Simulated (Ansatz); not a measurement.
Wanted: the native input for an Ansatz 0.2.0 run.

```
Task                  : relaxation of cell and atoms
Functional            : PBE
Potentials or basis   : Ansatz PAW
Cutoff                : 420 eV (not typed: the program's choice for these potentials)
k mesh                : 8 × 8 × 8
Occupations           : fermi-dirac, width 0.05 eV
Spin                  : no spin polarisation
Target pressure (GPa) : 0
```

The system is Sr.

```xyz
1
Lattice="0.0000 3.0423 3.0423 3.0423 0.0000 3.0423 3.0423 3.0423 0.0000" Properties=species:S:1:pos:R:3 pbc="T T T"
Sr    0.0000    0.0000    0.0000
```

The input as run:

input.yaml

```yaml
crystal:
  lattice:
    - [0.0, 3.04235, 3.04235]
    - [3.04235, 0.0, 3.04235]
    - [3.04235, 3.04235, 0.0]
  atoms:
    - { symbol: Sr, position: [0.0, 0.0, 0.0] }
hamiltonian:
  xc: pbe
  pseudopotentials: { kind: paw }
kpoints:
  mp_grid: { grid: [8, 8, 8] }
scf:
  occupations: { method: fermi_dirac, width: 0.05 }
output:
  forces: true
  stress: true
  eigenvalues: true
  write_density: true
  write_potential: true
  elf: true
  volumetric_format: npy
relax:
  f_tol: 0.01
  max_steps: 40
  cell: { stress_tol: 0.05 }
```

Potentials or basis: Ansatz PAW.

Command:

```bash
$ ansatz run input.yaml --threads 2 --pin off --max-ram 5632MiB --backend cpu --events-out ev --progress --plain --runs-dir out
```

It gave:

```json
{"Relaxed volume": "54.65 Å³/atom", "Relaxed cell": "a = 4.260 Å, b = 4.260 Å, c = 4.260 Å, α = 60.00°, β = 60.00°, γ = 60.00°", "Space group after relaxing (to 0.05 Å)": "Fm-3m (No. 225)", "Energy gained by relaxing": "1.7 meV/atom", "Ionic steps": "4", "Pressure after relaxing": "0.0 GPa", "Band gap on the k mesh": "none (metal or under the smearing width)"}
```

Caveat: the plane-wave basis is chosen anew once the cell has moved, so the energies of steps on either side of that aren't comparable.

Wall time 2.3 s on 2 threads of Arm Neoverse V1, with other jobs on the host, peak memory 0.29 GiB.
